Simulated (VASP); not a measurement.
Crystal: Ti.

```xyz
1
Lattice="0.0000 2.0300 2.0300 2.0300 0.0000 2.0300 2.0300 2.0300 0.0000" Properties=species:S:1:pos:R:3 pbc="T T T"
Ti    0.0000    0.0000    0.0000
```

This isn't the form of Ti at room conditions, which is hcp.

| Property | Result |
| --- | --- |
| Program | VASP 6.6.1 |
| Task | single point |
| Functional | PBE |
| Potentials or basis | VASP PAW PBE potentials, release 64 (Ti_sv) |
| Cutoff | 520 eV |
| k mesh | 11 × 11 × 11 |
| Occupations | fermi-dirac, width 0.05 eV |
| Spin | no spin polarisation |

On this cell: pressure 3.9 GPa; band gap on the k mesh none (metal or under the smearing width).

The same run follows on a disturbed copy (cell strained at random at fixed volume):

```
CELL_PARAMETERS angstrom
0.02177 1.99869 2.03132
2.00646 0.00299 2.05009
2.03951 2.05051 -0.03005
ATOMIC_POSITIONS crystal
Ti 0.98433 0.00381 0.00663
```

Problem. What does the disturbed cell give?

Solution. The energy (extrapolated to zero smearing) moves by +5.9 meV/atom; pressure 4.0 GPa; band gap on the k mesh none (metal or under the smearing width).

Stress tensor (GPa, compression positive):
```
 4.53 -1.87  0.19
-1.87  4.28  1.54
 0.19  1.54  3.10
```
